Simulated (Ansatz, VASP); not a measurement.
# Fe: VASP beside Ansatz

```
Fe
1.0
     2.39146    0.00000    0.00000
     0.00000    2.39146    0.00000
     0.00000    0.00000    2.39146
Fe
1
Direct
  0.00000 0.00000 0.00000
```

Alike in both runs: task single point; functional revPBE; k mesh 15 × 15 × 15; occupations fermi-dirac, width 0.05 eV; collinear spin.

|  | VASP | Ansatz |
| --- | --- | --- |
| version | VASP 6.6.1 | Ansatz 0.2.0 |
| potentials or method | VASP PAW PBE potentials, release 64 (Fe) | plane waves (420 eV) with PAW, scalar-relativistic |
| plane-wave cutoff (eV) | 520 | 420 |
| valence electrons in the cell | 8 | 16 |

|  | VASP | Ansatz | Ansatz less VASP |
| --- | --- | --- | --- |
| pressure (GPa) | -0.8 | -0.4 | +0.39 |
| net moment per atom (μB) | 2.40 | 2.40 | -0.003 |
| size of the moment on the site where the two differ most (μB) | 2.40 | 2.39 | -0.008 |

Site moments also hang on the region over which each program counts them. The functional is the same, so the differences come from potentials, cutoffs and numerics. The two sets of potentials don't hold the same shells in valence.

Caveats: the PAW data sets were made with another functional, which shifts forces and pressure a little (VASP).
